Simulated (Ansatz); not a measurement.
A plane-wave DFT run in Ansatz 0.2.0 (scalar-relativistic PAW potentials unless the input names others): input and command.

```yaml
crystal:
  lattice:
    - [0.0, 2.9366059917, 2.9366059917]
    - [2.9366059917, 0.0, 2.9366059917]
    - [2.9366059917, 2.9366059917, 0.0]
  atoms:
    - { symbol: Al, position: [0.25, 0.25, 0.25] }
    - { symbol: Al, position: [0.75, 0.75, 0.75] }
    - { symbol: Au, position: [0.0, 0.0, 0.0] }
basis:
  ecutwfc: 420
kpoints:
  mp_grid: { grid: [12, 12, 12] }
hamiltonian:
  xc: pbe
scf:
  occupations: { method: methfessel_paxton, width: 5.0 }
  max_iter: 60
output:
  forces: true
  eigenvalues: true
  stress: true
```

```bash
ansatz run input.yaml --threads 1 --pin off --max-ram 2560MiB --backend cpu --events-out ev --progress --plain --runs-dir out
```

Abridged log:
```
Basis set: ecut = 420 eV, 965 PW (Γ), exchange–correlation on 60×60×60 points (8 copies of the dense FFT grid, shifted against one another)
Bands: 33, of which v1, the nominal top of the filled ones, is band 13 counted from 1 (12 counted from 0)
Symmetry: 48 space group operations
k-points: 72 of 1728
SCF iter   1: F=—  HF=-14224.201328 eV  |F-HF|=—  |Δ(HF+E_count)|=         —  Δρ=1.40e-2  dr2=1.61e-1  ethr=1.77e-3  ⟨swp⟩=6.8  Hψ=11945  notcnv=0
SCF iter   2: F=—  HF=-14224.165700 eV  |F-HF|=—  |Δ(HF+E_count)|=   3.56e-2  S|Δr|=    0.00e0  Δρ=3.93e-3  dr2=9.93e-3  ethr=6.44e-4  ⟨swp⟩=1.0  Hψ=2952  notcnv=0
SCF iter   3: F=—  HF=-14224.164142 eV  |F-HF|=—  |Δ(HF+E_count)|=   1.56e-3  S|Δr|=    0.00e0  Δρ=1.91e-3  dr2=1.36e-3  ethr=3.97e-5  ⟨swp⟩=1.0  Hψ=2376  notcnv=0
SCF iter   4: F=—  HF=-14224.164312 eV  |F-HF|=—  |Δ(HF+E_count)|=   1.70e-4  S|Δr|=    0.00e0  Δρ=2.94e-4  dr2=4.18e-5  ethr=5.43e-6  ⟨swp⟩=2.8  Hψ=3815  notcnv=0
SCF iter   5: F=—  HF=-14224.164321 eV  |F-HF|=—  |Δ(HF+E_count)|=   9.45e-6  S|Δr|=    0.00e0  Δρ=8.08e-5  dr2=6.23e-6  ethr=1.67e-7  ⟨swp⟩=2.0  Hψ=3520  notcnv=0
SCF iter   6: F=—  HF=-14224.164325 eV  |F-HF|=—  |Δ(HF+E_count)|=   3.58e-6  S|Δr|=    0.00e0  Δρ=3.42e-5  dr2=7.83e-7  ethr=2.49e-8  ⟨swp⟩=2.0  Hψ=3589  notcnv=0
SCF iter   7: F=-14224.164325 eV  HF=-14224.164325 eV  |F-HF|=6.30e-8  |Δ(HF+E_count)|=   2.25e-9  S|Δr|=    0.00e0  Δρ=1.11e-5  dr2=8.36e-8  ethr=4.00e-10  ⟨swp⟩=6.4  Hψ=9807  notcnv=0
SCF 1 converged in 7 iterations: F = -14224.164325 eV  dr2 = 8.36e-8
SCF converged after 7 iterations
Stability not checked: this state was not tested for a lower state beside it, because cold or Methfessel-Paxton smearing, or corrected tetrahedra, fill the levels in a way that the test cannot read (fill_not_monotonic; see scf.lower_state_search)
Free energy (F): -14224.164325 eV
Harris-Foulkes:  -14224.164325 eV  (|F-HF|=6.30e-8)
Internal energy: -14227.766191 eV  (E = F + TS)
E sigma→0 (E₀):  -14225.064791 eV
Entropy (-TS):   3.601866 eV (1200.622 meV/atom)
Fermi energy:    12.463573 eV
--- Forces (eV/Å), atoms counted from 1 ---
  atom   1  Al     0.00000000     0.00000000     0.00000000
  atom   2  Al     0.00000000     0.00000000     0.00000000
  atom   3  Au     0.00000000     0.00000000     0.00000000
--- Stress (GPa, compression-positive) ---
        7.950148       0.000000       0.000000
        0.000000       7.950148       0.000000
        0.000000       0.000000       7.950148
  P = ⅓ Tr σ = 7.9501 GPa (79.501 kbar)
```

Q: What should be changed?

A: The fault is a smearing of electronvolts (scf.occupations: {"method": "gaussian", "width": 0.1} → {"method": "methfessel_paxton", "width": 5.0}, the first being the value of the sound run). Setting it back cures it. The run converged all the same, with an energy at zero smearing 131 meV/atom above the reference's, pressure 7.95 GPa, largest force 0.000 eV/Å, no gap on the mesh, so convergence alone doesn't show that an input is right. A reference run from the same start on usual settings converged with pressure 12.39 GPa, largest force 0.000 eV/Å, no gap on the mesh.

It took 4.6 s on 1 thread of Intel(R) Xeon(R) Platinum 8375C CPU @ 2.90GHz (Ice Lake) (shared host), peak memory 0.43 GiB.